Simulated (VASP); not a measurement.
Set up this calculation in VASP 6.6.1, as the native input.

* Task: single point
* Functional: PBEsol
* Potentials or basis: VASP PAW PBE potentials, release 64 (Si)
* Cutoff: 520 eV
* k mesh: 8 × 8 × 8
* Occupations: fermi-dirac, width 0.1 eV
* Spin: collinear spin, typed start
* Starting moments: [-0.06, -0.59] μB
* Dipole correction: no
* Further INCAR settings: ALGO = Normal; EDIFF = 1e-06; NBANDS = 15

The structure of Si lies in POSCAR:

```
Si
1.0
    0.0000000000      2.7398772164      2.7398772164
    2.7398772164      0.0000000000      2.7398772164
    2.7398772164      2.7398772164      0.0000000000
Si
2
Direct
    0.5000000000      0.5000000000      0.5000000000
    0.7500000000      0.7500000000      0.7500000000
```

The cell isn't the ideal one: volume scaled by 1.02.

One way to write it, as run:

INCAR

```
PREC     = Accurate       # precision mode
ENCUT    = 520            # plane-wave cutoff, eV
EDIFF    = 1E-6           # SCF threshold, eV
ISMEAR   = -1             # smearing method
SIGMA    = 0.1            # smearing width, eV
LREAL    = F              # projectors in reciprocal space
LASPH    = T              # aspherical terms in the spheres
NELM     = 150            # most SCF steps
ALGO     = Normal         # electronic algorithm
ISIF     = 2              # what is computed and relaxed
LWAVE    = F              # write WAVECAR
LCHARG   = T              # write CHGCAR
ISPIN    = 2              # spin polarisation
MAGMOM   = -0.06 -0.59    # initial moments
LORBIT   = 11             # projections on sites
GGA      = PS             # functional
LELF     = T              # ELF
LVHAR    = T            
NBANDS   = 15             # bands
```

KPOINTS

```
Automatic mesh
0
Gamma
  8 8 8
```

Potentials or basis: VASP PAW PBE potentials, release 64 (Si).

The run is started by

```sh
$ cat potpaw_PBE.64/Si/POTCAR > POTCAR
$ mpirun -np 1 vasp_std > vasp.out
```

Results of the run:

```yaml
Pressure: -2.2 GPa
Band_gap_on_the_k_mesh: 0.55 eV, indirect (least direct gap 2.51 eV)
Net_moment: 0.00 μB per cell
Valence_electrons_inside_the_program's_atomic_spheres: Si 1.67
```

Caveat: the PAW data sets were made with another functional, which shifts forces and pressure a little.

Run time: 18 s on 1 thread of Intel(R) Xeon(R) 6975P-C (Granite Rapids), on a shared host, peak memory 0.18 GiB.
